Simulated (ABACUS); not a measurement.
# Te2Mo (P2_1/m) in ABACUS: reference runs

Aim: a first look at Te2Mo with PBE, on the cell as given and on a disturbed one.

All numbers are computed with ABACUS 3.10.1; they aren't measurements. Logs are shortened: lines on timing, memory, paths and dates and some standing lists are left out, and cuts for length are marked.

### Step 1. The crystal as given

Symmetry: P2_1/m, No. 11, monoclinic system. Conventional cell: a = 6.330 Å, b = 3.469 Å, c = 13.860 Å, α = 90.00°, β = 93.92°, γ = 90.00°. Te (site symmetry m) has 3 Mo at 2.79 to 2.81 Å as nearest neighbours. Around Te (site symmetry m) lie 3 Mo at 2.70 Å. Te (site symmetry m) has 3 Mo at 2.79 to 2.82 Å as nearest neighbours. Te (site symmetry m) is surrounded by 3 Mo at 2.70 to 2.71 Å. Around Mo (site symmetry m) lie 6 Te at 2.70 to 2.82 Å and 2 Mo at 2.89 Å. Around Mo (site symmetry m) lie 6 Te at 2.70 to 2.81 Å and 2 Mo at 2.90 Å.

### Step 2. Single point, PBE

File INPUT:

```
INPUT_PARAMETERS
suffix              Te2Mo
calculation         scf
basis_type          pw
pseudo_dir          ./
symmetry            1
dft_functional      pbe
ecutwfc             83
pseudo_rcut         10
nspin               1
nbands              111
ks_solver           dav
smearing_method     fd
smearing_sigma      0.00367493
scf_thr             1e-08
scf_nmax            100
mixing_type         broyden
mixing_beta         0.7
cal_force           1
cal_stress          1
kpar                4
```

File STRU:

```
ATOMIC_SPECIES
Te 127.6000 Te.upf
Mo 95.9500 Mo.upf

LATTICE_CONSTANT
1.8897261246

LATTICE_VECTORS
6.3300000000 0.0000000000 0.0000000000
0.0000000000 3.4690000000 0.0000000000
-0.9467947088 0.0000000000 13.8276237937

ATOMIC_POSITIONS
Direct

Te
0.0
8
0.9437000000 0.7500000000 0.6045000000 1 1 1
0.0563000000 0.2500000000 0.3955000000 1 1 1
0.9030000000 0.2500000000 0.8514000000 1 1 1
0.0970000000 0.7500000000 0.1486000000 1 1 1
0.4112000000 0.7500000000 0.8955000000 1 1 1
0.5888000000 0.2500000000 0.1045000000 1 1 1
0.4432000000 0.2500000000 0.6484000000 1 1 1
0.5568000000 0.7500000000 0.3516000000 1 1 1

Mo
0.0
4
0.8167000000 0.7500000000 0.9926000000 1 1 1
0.1833000000 0.2500000000 0.0074000000 1 1 1
0.6819000000 0.2500000000 0.4934000000 1 1 1
0.3181000000 0.7500000000 0.5066000000 1 1 1
```

File KPT:

```
K_POINTS
0
Gamma
4 8 2 0 0 0
```

Potentials or basis: PseudoDojo NC SR 0.4.1 PBE standard, plane waves.

The run is started by

```
$ OMP_NUM_THREADS=1 mpirun -np 4 abacus > log
```

running log:

```text
ABACUS v3.10.1

               Atomic-orbital Based Ab-initio Computation at UStc

 ------------------------------------------------------------------------------------

 READING GENERAL INFORMATION
                           global_out_dir = OUT.Te2Mo/
                           global_in_card = INPUT
                               pseudo_dir = ./
                              orbital_dir =
                                    DSIZE = 4
                                    GSIZE = 1
[... 5 lines left out ...]

 READING ATOM TYPE 1
                               atom label = Te
                      L=0, number of zeta = 1
                      L=1, number of zeta = 1
                      L=2, number of zeta = 1
             number of atom for this type = 8

 READING ATOM TYPE 2
                               atom label = Mo
                      L=0, number of zeta = 1
                      L=1, number of zeta = 1
                      L=2, number of zeta = 1
             number of atom for this type = 4

                        TOTAL ATOM NUMBER = 12
DIRECT COORDINATES
    atom                   x                   y                   z     mag                  vx                  vy                  vz
taud_Te1            0.9437000000        0.7500000000        0.6045000000  0.0000        0.0000000000        0.0000000000        0.0000000000
taud_Te2            0.0563000000        0.2500000000        0.3955000000  0.0000        0.0000000000        0.0000000000        0.0000000000
taud_Te3            0.9030000000        0.2500000000        0.8514000000  0.0000        0.0000000000        0.0000000000        0.0000000000
taud_Te4            0.0970000000        0.7500000000        0.1486000000  0.0000        0.0000000000        0.0000000000        0.0000000000
taud_Te5            0.4112000000        0.7500000000        0.8955000000  0.0000        0.0000000000        0.0000000000        0.0000000000
taud_Te6            0.5888000000        0.2500000000        0.1045000000  0.0000        0.0000000000        0.0000000000        0.0000000000
taud_Te7            0.4432000000        0.2500000000        0.6484000000  0.0000        0.0000000000        0.0000000000        0.0000000000
taud_Te8            0.5568000000        0.7500000000        0.3516000000  0.0000        0.0000000000        0.0000000000        0.0000000000
taud_Mo1            0.8167000000        0.7500000000        0.9926000000  0.0000        0.0000000000        0.0000000000        0.0000000000
taud_Mo2            0.1833000000        0.2500000000        0.0074000000  0.0000        0.0000000000        0.0000000000        0.0000000000
taud_Mo3            0.6819000000        0.2500000000        0.4934000000  0.0000        0.0000000000        0.0000000000        0.0000000000
taud_Mo4            0.3181000000        0.7500000000        0.5066000000  0.0000        0.0000000000        0.0000000000        0.0000000000

                          Volume (Bohr^3) = 2049.05
                             Volume (A^3) = 303.637

 Lattice vectors: (Cartesian coordinate: in unit of a_0)
                +6.33                  +0                  +0
                   +0              +3.469                  +0
            -0.946795                  +0            +13.8276
 Reciprocal vectors: (Cartesian coordinate: in unit of 2 pi/a_0)
            +0.157978                  -0          +0.0108169
                   -0           +0.288268                  -0
                   +0                  -0           +0.072319
 The esolver type has been set to : ksdft_pw

                PAO radial cut off (Bohr) = 10

 Read in pseudopotential file is Te.upf
                     pseudopotential type = NC
          exchange-correlation functional = PBE
                 nonlocal core correction = 1
                        valence electrons = 16
                                     lmax = 2
                           number of zeta = 3
                     number of projectors = 6
                           L of projector = 0
[... 5 lines left out ...]
                PAO radial cut off (Bohr) = 10

 Read in pseudopotential file is Mo.upf
                     pseudopotential type = NC
          exchange-correlation functional = PBE
                 nonlocal core correction = 1
                        valence electrons = 14
                                     lmax = 2
                           number of zeta = 4
                     number of projectors = 6
                           L of projector = 0
                           L of projector = 0
                           L of projector = 1
                           L of projector = 1
                           L of projector = 2
                           L of projector = 2
     initial pseudo atomic orbital number = 112

 SETUP THE ELECTRONS NUMBER
            electron number of element Te = 16
      total electron number of element Te = 128
            electron number of element Mo = 14
      total electron number of element Mo = 56
            AUTOSET number of electrons:  = 184
                           occupied bands = 92
                                   NBANDS = 111
                                   NLOCAL = 108

%%%%%%%%%%%%%%%%%%%%%%%%%%%%%%%%%%%%%%%%%%%%%%%%%%%%%%%%%%%%%%%%%%%%%%%%%%%%%%%%%%%%%%%%%%%%%%%%%%%%%%%%%%
 Warning: the number of valence electrons in pseudopotential > 6 for Te: [Kr] 4d10 5s2 5p4
 Warning: the number of valence electrons in pseudopotential > 6 for Mo: [Kr] 4d5 5s1
 Pseudopotentials with additional electrons can yield (more) accurate outcomes, but may be less efficient.
 If you're confident that your chosen pseudopotential is appropriate, you can safely ignore this warning.
%%%%%%%%%%%%%%%%%%%%%%%%%%%%%%%%%%%%%%%%%%%%%%%%%%%%%%%%%%%%%%%%%%%%%%%%%%%%%%%%%%%%%%%%%%%%%%%%%%%%%%%%%%

 SETUP THE PLANE WAVE BASIS
 energy cutoff for charge/potential (unit:Ry) = 332
            fft grid for charge/potential = [ 72, 40, 160 ]
                        fft grid division = [ 1, 1, 1 ]
        big fft grid for charge/potential = [ 72, 40, 160 ]
                                     nbxx = 460800
                                     nrxx = 460800

 SETUP PLANE WAVES FOR CHARGE/POTENTIAL
                    number of plane waves = 209269
                         number of sticks = 2067

[... 72 lines left out ...]
                                    ibrav = 12
                       right hand lattice = 1
(for k-lattice: )
                             BRAVAIS TYPE = 12
                     BRAVAIS LATTICE NAME = 12. Monoclinic P (simple)
                                    ibrav = 12
                       right hand lattice = 1
                        ROTATION MATRICES = 4
                               nkstot_ibz = 30
K-POINTS REDUCTION ACCORDING TO SYMMETRY
     IBZ    DIRECT_X    DIRECT_Y    DIRECT_Z  WEIGHT  ibz2bz
       1  0.00000000  0.00000000  0.00000000  0.0156       0
       2  0.25000000  0.00000000  0.00000000  0.0312       1
       3  0.50000000  0.00000000  0.00000000  0.0156       2
       4  0.00000000  0.12500000  0.00000000  0.0312       4
       5  0.25000000  0.12500000  0.00000000  0.0625       5
       6  0.50000000  0.12500000  0.00000000  0.0312       6
[... 22 lines left out ...]
      29  0.25000000  0.50000000  0.50000000  0.0312      49
      30  0.50000000  0.50000000  0.50000000  0.0156      50

                               nkstot now = 30
[... K-POINTS DIRECT COORDINATES: 30 rows ...]

           k-point number in this process = 8
       minimum distributed K point number = 7
[... stars of the k points ...]

[... K-POINTS CARTESIAN COORDINATES: 8 rows ...]

[... K-POINTS DIRECT COORDINATES: 8 rows ...]

 SETUP PLANE WAVES FOR WAVE FUNCTIONS
     energy cutoff for wavefunc (unit:Ry) = 83
              fft grid for wave functions = [ 72, 40, 160 ]
                    number of plane waves = 28759
                         number of sticks = 553

 PARALLEL PW FOR WAVE FUNCTIONS
     PROC   COLUMNS(POT)             PW
        1            553          28759
 --------------- sum -------------------
        1            553          28759

 SETUP NONLOCAL PSEUDOPOTENTIALS IN PLANE WAVE BASIS
 Te non-local projectors:
 projector 1 L=0
 projector 2 L=0
 projector 3 L=1
 projector 4 L=1
 projector 5 L=2
 projector 6 L=2
 Mo non-local projectors:
 projector 1 L=0
 projector 2 L=0
 projector 3 L=1
 projector 4 L=1
 projector 5 L=2
 projector 6 L=2
      TOTAL NUMBER OF NONLOCAL PROJECTORS = 216

 Init Non-Local PseudoPotential table :
 Init Non-Local-Pseudopotential done.

                                     npwx = 26215

 Make real space PAO into reciprocal space.
       max mesh points in Pseudopotential = 1001
     dq(describe PAO in reciprocal space) = 0.01
                                    max q = 1098

 number of pseudo atomic orbitals for Te is 3
WARNING: norm of atomic wavefunction # 3 of atomic type Te is 0.999974, renormalized

 number of pseudo atomic orbitals for Mo is 4
WARNING: norm of atomic wavefunction # 3 of atomic type Mo is 0.999963, renormalized
WARNING: norm of atomic wavefunction # 4 of atomic type Mo is 0.999469, renormalized

 -------------------------------------------
 SELF-CONSISTENT
 -------------------------------------------

                                 init_chg = atomic

 PW ALGORITHM --------------- ION=   1  ELEC=   1--------------------------------

 Notice: Threshold on eigenvalues was too large.
 hsover_error=1.84 > DRHO=0.587636
 Origin diag ethr = 0.01
 New diag ethr = 0.000319368

 Density error is 0.58611323672
                          Error Threshold = 0.000319367544756
----------------------------------------------------------
     Energy           Rydberg                 eV
----------------------------------------------------------
 E_KohnSham     -2240.0025856149     -30476.7986990955
 E_Harris       -2245.7250488120     -30554.6568051707
 E_Fermi        0.9504458635         12.9314793841
----------------------------------------------------------
[... 123 lines left out ...]
 Density error is 1.19348440989e-09
                          Error Threshold = 8.75612485842e-12
----------------------------------------------------------
     Energy           Rydberg                 eV
----------------------------------------------------------
 E_KohnSham     -2240.1633051001     -30478.9853998739
 E_KS(sigma->0) -2240.1620069660     -30478.9677378535
 E_Harris       -2240.1632755117     -30478.9849973027
 E_band         -167.4518668465      -2278.2995298497
 E_one_elec     -979.7693533300      -13330.4459310639
 E_Hartree      569.7466399570       7751.8007197694
 E_xc           -477.0955097438      -6491.2174227299
 E_Ewald        -1353.0424857151     -18409.0874418087
 E_entropy(-TS) -0.0025962682        -0.0353240408
 E_descf        0.0000000000         0.0000000000
 E_exx          0.0000000000         0.0000000000
 E_Fermi        0.9415061525         12.8098483766
----------------------------------------------------------

 charge density convergence is achieved
 final etot is -30478.9854 eV
 EFERMI = 12.809848377 eV

 STATE ENERGY(eV) AND OCCUPATIONS    NSPIN == 1
 1/8 kpoint (Cartesian) = 0.0000 0.0000 0.0000 (26215 pws)
       1       -48.2950      0.0312500
       2       -48.2704      0.0312500
       3       -48.2384      0.0312500
       4       -48.2124      0.0312500
       5       -24.2964      0.0312500
       6       -24.2896      0.0312500
[... 668 lines left out ...]
     110        18.7510    1.55467e-53
     111        18.9057    7.04219e-55

[... levels at 2 further k points ...]

------------------------------------------------------------------------------------------
 TOTAL-FORCE (eV/Angstrom)
------------------------------------------------------------------------------------------
                       Te1         0.0728420279         0.0000000000         0.1131927277
                       Te2        -0.0728420279         0.0000000000        -0.1131927277
                       Te3        -0.0143609355         0.0000000000        -0.2305070192
                       Te4         0.0143609355         0.0000000000         0.2305070192
                       Te5         0.0566465362         0.0000000000        -0.0700293459
                       Te6        -0.0566465362         0.0000000000         0.0700293459
                       Te7        -0.0226123502         0.0000000000         0.1940967218
                       Te8         0.0226123502         0.0000000000        -0.1940967218
                       Mo1         0.0865900963         0.0000000000         0.0288764053
                       Mo2        -0.0865900963         0.0000000000        -0.0288764053
                       Mo3        -0.1775204343         0.0000000000         0.0385613851
                       Mo4         0.1775204343         0.0000000000        -0.0385613851
------------------------------------------------------------------------------------------

----------------------------------------------------------------
 TOTAL-STRESS (KBAR)
----------------------------------------------------------------
        31.3875952006         0.0000000000         0.8688769442
         0.0000000000        28.2618902193         0.0000000000
         0.8688769442         0.0000000000        28.6012950508
----------------------------------------------------------------
 TOTAL-PRESSURE: 29.416927 KBAR

 --------------------------------------------
 !FINAL_ETOT_IS -30478.9853998739054077 eV
 --------------------------------------------
```

Run time: 16 min. Hardware: 4 MPI ranks of Intel Xeon Platinum 8175M at 2.50GHz (Skylake/Cascade Lake), shared host; peak memory 4.8 GiB.

What came out:

* Free energy: -30478.9854 eV
* Pressure: 2.9 GPa
* Largest force: 0.231 eV/Å
* Band gap on the k mesh: none (metal or under the smearing width)

Forces in eV/Å, atoms in the order of the input:
```
Te   0.073  0.000  0.113
Te  -0.073  0.000 -0.113
Te  -0.014  0.000 -0.231
Te   0.014  0.000  0.231
Te   0.057  0.000 -0.070
Te  -0.057  0.000  0.070
Te  -0.023  0.000  0.194
Te   0.023  0.000 -0.194
Mo   0.087  0.000  0.029
Mo  -0.087  0.000 -0.029
Mo  -0.178  0.000  0.039
Mo   0.178  0.000 -0.039
```

Levels at points of the mesh, in eV from the Fermi level:
| k point | band 88 | band 89 | band 90 | band 91 | band 92 | band 93 | band 94 | band 95 | band 96 | band 97 |
| --- | --- | --- | --- | --- | --- | --- | --- | --- | --- | --- |
| (0.00, 0.00, 0.00) | -0.49 | -0.43 | -0.12 | 0.09 | 0.11 | 0.44 | 0.68 | 0.90 | 1.00 | 1.11 |
| (0.50, 0.00, 0.00) | -0.89 | -0.86 | -0.83 | -0.65 | -0.56 | -0.07 | -0.01 | 0.89 | 0.90 | 1.44 |
| (0.00, 0.50, 0.00) | -1.72 | -1.51 | -1.51 | -1.46 | -1.46 | 1.02 | 1.02 | 1.16 | 1.16 | 1.24 |
| (0.50, 0.50, 0.00) | -1.80 | -1.06 | -1.06 | -0.98 | -0.98 | 1.00 | 1.00 | 1.07 | 1.07 | 1.74 |
| (0.00, 0.00, 0.50) | -0.64 | -0.06 | -0.03 | -0.02 | -0.02 | 0.45 | 0.56 | 0.92 | 0.98 | 1.48 |
| (0.50, 0.00, 0.50) | -0.89 | -0.87 | -0.82 | -0.64 | -0.41 | -0.03 | 0.02 | 0.85 | 0.93 | 1.35 |
| (0.00, 0.50, 0.50) | -1.75 | -1.55 | -1.55 | -1.47 | -1.47 | 1.01 | 1.01 | 1.15 | 1.15 | 1.26 |
| (0.50, 0.50, 0.50) | -1.80 | -1.06 | -1.06 | -0.97 | -0.97 | 1.02 | 1.02 | 1.04 | 1.04 | 1.65 |

The run has no spin-orbit coupling, so splittings on Te are missing.

(Part 1 of 2 ends here.)
